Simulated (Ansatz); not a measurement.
MgO (NiAs type), relaxed with r2SCAN, was run in the plane-wave code Ansatz under altered settings. All numbers are computed, without spin polarisation but where a row says otherwise.

```
CELL_PARAMETERS angstrom
2.92306 0.00000 0.00000
-1.46153 2.53144 0.00000
0.00000 0.00000 5.09210
ATOMIC_POSITIONS crystal
Mg 0.00000 0.00000 0.00000
Mg 0.00000 0.00000 0.50000
O 0.33333 0.66667 0.25000
O 0.66667 0.33333 0.75000
```

The base run's other keys:
```yaml
kpoints:
  mp_grid: { grid: [6, 6, 2] }
hamiltonian:
  xc: hse06
scf:
  occupations: { method: fixed }
  n_extra_bands: 5
```

It takes 11 iterations with 713 plane waves at 420 eV and 14 k points, and leaves a mean stress of -0.33 GPa. The gap over this mesh is 6.207 eV. It ran on 4 threads of Arm Neoverse V1, on a shared host.

Outcomes, with energy and stress as changes against the base:
```csv
setting,outcome,ΔF (meV/atom),Δ mean stress (GPa),gap on the mesh (eV),iterations,wall time
"PBE hybrid, exx coeff 0.5, omega 0.3 1/Å",converged,–,-5.3,7.523,15,5.1 s
"PBE hybrid, exx coeff -0.2, unscreened",refused,–,–,–,–,0.01 s
scf.mixing.beta: 0.05,converged,0.0,0.0,6.207,15,4.6 s
scf.n_extra_bands: 5000,refused,–,–,–,–,0.21 s
```
A dash marks a value that wasn't obtained or can't be compared. Stress is positive in compression. The base took 4.5 s. The base's mesh is coarse for a hybrid, so its own values aren't converged.

- PBE hybrid, exx coeff 0.5, omega 0.3 1/Å. That is 50 % exact exchange, screened with ω = 0.3 1/Å, against HSE06's 25 % screened at 0.208 1/Å. The mean stress moves by -5.3 GPa and the gap on the mesh by +1.316 eV (to 7.523). Totals of different functionals aren't comparable.
- PBE hybrid, exx coeff -0.2, unscreened. It is rejected at once. Error: invalid value for `hamiltonian.xc.exx.coeff`: must be finite and in (0, 1]; got -0.2
- scf.n_extra_bands: 5000. The input is refused before any iteration. Error: inconsistent input (scf.n_extra_bands, basis.ecutwfc, kpoints): n_bands = 5016 exceeds the smallest per-k basis n_pw = 713 (k-point 0, counted from 0 among those solved) — raise basis.ecutwfc or lower scf.n_extra_bands

Within 1 meV an atom, 0.1 GPa and 0.005 eV of the base stay: scf.mixing.beta: 0.05.

The program warns that its thresholds are loose for a hybrid's stress.

The meshes of the hybrids are coarse, so their gaps aren't converged to the digits shown.
